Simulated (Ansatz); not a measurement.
**Mg3H2O4 — ¹⁷O NMR of the central transition**

Cell: a COD entry (perhaps calculated rather than measured) whose atoms were relaxed with PBE, the cell held.

Space group P-3m1 (No. 164); a = 3.0530, c = 20.1250 Å, γ = 120.00°.

```
site  Wyckoff  site symmetry       x       y       z
 Mg1       2d            3m.  0.3333  0.6667  0.3680
 Mg3       2c            3m.  0.0000  0.0000  0.1237
 Mg5       2d            3m.  0.6667  0.3333  0.2459
  H7       2d            3m.  0.6667  0.3333  0.4688
  H9       2d            3m.  0.6667  0.3333  0.0228
 O11       2c            3m.  0.0000  0.0000  0.3068
 O13       2d            3m.  0.6667  0.3333  0.4208
 O15       2d            3m.  0.6667  0.3333  0.0708
 O17       2d            3m.  0.3333  0.6667  0.1850
```

One atom of each set is listed.

Level of theory: DFT, PBE, plane waves and PAW, scalar-relativistic, 420 eV cutoff, Γ-centred 9×9×2 k-points, Fermi–Dirac smearing 0.02 eV (Ansatz 0.2.0).

¹⁷O has I = 5/2 and Q = -25.58 mb (Pyykkö 2018); at 18.8 T its Larmor frequency is ν₀ = 108.6 MHz. Only the quadrupole interaction is simulated: positions count from each site's isotropic chemical shift, and J coupling is left out, as are shift anisotropy and dipolar coupling, which fast spinning averages.

Question: Give C_Q, η, the quadrupolar product P_Q = |C_Q|(1 + η²/3)^½, the second-order isotropic shift and the breadth of the pattern (fast magic-angle spinning) for each O site.

Answer: 

```
site                    first shell  C_Q (MHz)     η  P_Q (MHz)  δ_QIS (ppm)  breadth (kHz)
 O11                 6 Mg at 2.15 Å      0.448  0.00      0.448       -0.102         0.0238
 O13  1 H at 0.96 Å, 3 Mg at 2.06 Å      -9.01  0.00       9.01        -41.3           9.61
 O15  1 H at 0.97 Å, 3 Mg at 2.06 Å      -8.66  0.00       8.66        -38.2           8.88
 O17                 6 Mg at 2.15 Å      0.445  0.00      0.445       -0.101         0.0234
```

δ_QIS = −(ν_Q²/30ν₀²)[I(I+1) − 3/4](1 + η²/3) × 10⁶ ppm with ν_Q = 3|C_Q|/[2I(2I−1)]; it falls as 1/B₀² in ppm, and the breadth as 1/B₀ in kHz.

An axis of threefold or higher order runs through O11, O13, O15 and O17, so V_zz lies along it and η is zero.
